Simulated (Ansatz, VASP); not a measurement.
One calculation of K, two programs

Contents of INCAR:

```
SYSTEM = K
PREC = Accurate
ENCUT = 520
EDIFF = 1E-7
ISMEAR = 0
SIGMA = 0.15
LREAL = .False.
LASPH = .True.
NELM = 100
ALGO = Normal
ISIF = 2
LWAVE = .False.
LCHARG = .True.
GGA = PS
LELF = .True.
LVHAR = .True.
NBANDS = 10
```

The input KPOINTS:

```
Automatic mesh
0
Gamma
  14 14 14
  0 0 0
```

The input POSCAR:

```
K
1.0
   -2.5757668083      2.5757668083      2.7045551488
    2.5757668083     -2.5757668083      2.7045551488
    2.5757668083      2.5757668083     -2.7045551488
K
1
Direct
    0.0000000000      0.0000000000      0.0000000000
```

Input for Ansatz:

```yaml
crystal:
  lattice:
    - [-2.5757668083, 2.5757668083, 2.7045551488]
    - [2.5757668083, -2.5757668083, 2.7045551488]
    - [2.5757668083, 2.5757668083, -2.7045551488]
  atoms:
    - { symbol: K, position: [0.0, 0.0, 0.0] }
basis:
  ecutwfc: 420
kpoints:
  mp_grid: { grid: [14, 14, 14] }
hamiltonian:
  xc: pbesol
scf:
  occupations: { method: gaussian, width: 0.15 }
output:
  forces: true
  stress: true
  eigenvalues: true
```

Alike in both runs: task single point; functional PBEsol; k mesh 14 × 14 × 14; occupations gaussian, width 0.15 eV; no spin polarisation.

```csv
,VASP,Ansatz
version,VASP 6.6.1,Ansatz 0.2.0
potentials or method,"VASP PAW PBE potentials, release 64 (K_sv)","scalar-relativistic, plane waves, PAW"
plane-wave cutoff (eV),520,420
valence electrons in the cell,9,9
```

Ansatz gave:

- gap on the k mesh at the Fermi level (eV): none
- pressure (GPa): 0.0

What did VASP give for the same quantities?

gap on the k mesh at the Fermi level (eV): none; pressure (GPa): -0.1.

A gap of «none» marks a metal or a gap that the smearing closes. With one functional, cell and mesh, what is left measures potentials, basis and numerics.

Caveats: the PAW data sets were made with another functional, which shifts forces and pressure a little (VASP).
